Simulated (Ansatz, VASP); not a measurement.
# Al in VASP and in Ansatz

File INCAR:

```
  PREC = Accurate
  ENCUT = 520
  EDIFF = 1E-6
  ISMEAR = -1
  SIGMA = 0.1
  LREAL = F
  LASPH = T
  NELM = 100
  ALGO = Normal
  ISIF = 2
  LWAVE = F
  LCHARG = F
  GGA = RE
  NBANDS = 14
```

The input KPOINTS:

```
regular mesh
0
Gamma
  14 14 4
```

Contents of POSCAR:

```
Al
1.0
    2.8593093012      0.0000000000      0.0000000000
   -1.4296546506      2.4762344921      0.0000000000
    0.0000000000      0.0000000000      9.4891692051
Al
4
Direct
    0.0000000000      0.0000000000      0.0000000000
    0.0000000000      0.0000000000      0.5000000000
    0.3333333333      0.6666666667      0.2500000000
    0.6666666667      0.3333333333      0.7500000000
```

Input for Ansatz:

```yaml
crystal:
  lattice:
    - [2.8593093012, 0.0, 0.0]
    - [-1.4296546506, 2.4762344921, 0.0]
    - [0.0, 0.0, 9.4891692051]
  atoms:
    - { symbol: Al, position: [0.0, 0.0, 0.0] }
    - { symbol: Al, position: [0.0, 0.0, 0.5] }
    - { symbol: Al, position: [0.3333333333, 0.6666666667, 0.25] }
    - { symbol: Al, position: [0.6666666667, 0.3333333333, 0.75] }
hamiltonian:
  xc: revpbe
  pseudopotentials:
    kind: paw
    azcp:
      Al: "pseudopotentials/Al.paw.azcp"
basis:
  ecutwfc: 420
  fft_grid_basis: typed
kpoints:
  mp_grid: { grid: [14, 14, 4], shift: [0, 0, 0] }
magnetization:
  spin_polarized: false
scf:
  occupations: { method: fermi_dirac, width: 0.1 }
  lower_state_search: "off"
output:
  stress: true
  write_density: true
  write_potential: true
  elf: true
  volumetric_format: npy
```

Alike in both runs: task single point; functional revPBE; k mesh 14 × 14 × 4; occupations fermi-dirac, width 0.1 eV; no spin polarisation.

|  | VASP | Ansatz |
| --- | --- | --- |
| version | VASP 6.6.1 | Ansatz 0.2.0 |
| potentials or method | VASP PAW PBE potentials, release 64 (Al) | plane waves (420 eV) with PAW, scalar-relativistic |
| plane-wave cutoff (eV) | 520 | 420 |
| valence electrons in the cell | 12 | 12 |

Ansatz gave:

| Property | Result |
| --- | --- |
| pressure (GPa) | 0.0 |
| largest component of the traceless stress (GPa) | 0.21 |

Problem. What did VASP give for the same quantities?

Solution. Pressure (GPa): -0.2; largest component of the traceless stress (GPa): 0.21.

Caveats: the PAW data sets were made with another functional, which shifts forces and pressure a little (VASP).
